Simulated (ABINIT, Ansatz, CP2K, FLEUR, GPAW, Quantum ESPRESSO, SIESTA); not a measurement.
**One structure in several programs: CsI (Pm-3m, 2 atoms in the cell)**

Self-consistent single point, at a second geometry (lattice scaled by 0.98). First geometry:

```
CsI
1.0
    4.57000     0.00000     0.00000
    0.00000     4.57000     0.00000
    0.00000     0.00000     4.57000
Cs I
1 1
Cartesian
  0.00000   0.00000   0.00000
  2.28500   2.28500   2.28500
```

Shared settings, as Ansatz (a quantum-chemistry and plane-wave program) writes them: kpoints.mp_grid.grid = 4 4 4; scf.occupations.method = fermi_dirac; scf.occupations.width = 0.01 eV. Potentials and cutoffs stand in the table.

```
code                                                                                                                                model  ΔF from the first geometry (meV/atom)  pressure (GPa)  gap on the mesh (eV)           cutoff
----------------  -----------------------------------------------------------------------------------------------------------------------  -------------------------------------  --------------  --------------------  ---------------
Quantum ESPRESSO                                                                        PBE, SSSP 1.1.2 efficiency (PBE) pseudopotentials                                   20.1            1.63                 4.076            40 Ry
ABINIT                                                           PBE, norm-conserving pseudopotentials (PseudoDojo nc-sr-05 PBE standard)                                   20.4            1.65                 4.085            35 Ha
GPAW                                                                                         PBE, GPAW PAW datasets PBE (gpaw-data 1.0.1)                                   21.6            1.73                 4.092           550 eV
SIESTA            GGA PBE, numerical atomic orbitals DZP, PseudoDojo PBE standard norm-conserving potentials (rewritten from UPF to PSML)                                   28.1            2.08                 3.923      grid 300 Ry
Ansatz                                                                                                             PBE, default PAW files                                   20.8            1.68                 4.094           420 eV
CP2K                                                              PBE, GPW, DZVP-MOLOPT-SR-GTH basis, GTH-PBE potentials (GTH_POTENTIALS)                                   23.7            1.89                 4.067      grid 500 Ry
FLEUR                                                                        PBE, all-electron FLAPW (FLEUR), scalar-relativistic valence                                   20.9               –                 4.101  Kmax 3.8 1/bohr
```

A dash marks a value that a program does not give, or that is left out as unsure.

Gaps are read on the mesh.

On Ansatz's run: spin-orbit coupling is off.

The spread over the programs that give each value: ΔF from the first geometry within 8.0 meV/atom; pressure within 0.45 GPa; gap on the mesh within 0.178 eV.

SIESTA and CP2K use small atom-centred bases, whose incompleteness enters pressures, forces and empty levels differently from a plane-wave cutoff. FLEUR treats all electrons, but the usual bases taken here (sphere radii, linearisation, local orbitals, empty states) were not tested for convergence, so the values are no reference for the others. Ansatz's pressure is given at a fixed set of plane waves, as the other plane-wave codes print theirs. In the gap, SIESTA (by 0.165) lies more than 0.12 eV from the median of the plane-wave programs.

The starting cell has typed, rounded lattice constants, without a prior relaxation at this level. For this run, on top of that: lattice scaled by 0.98.

Keys are those of Ansatz 0.2.
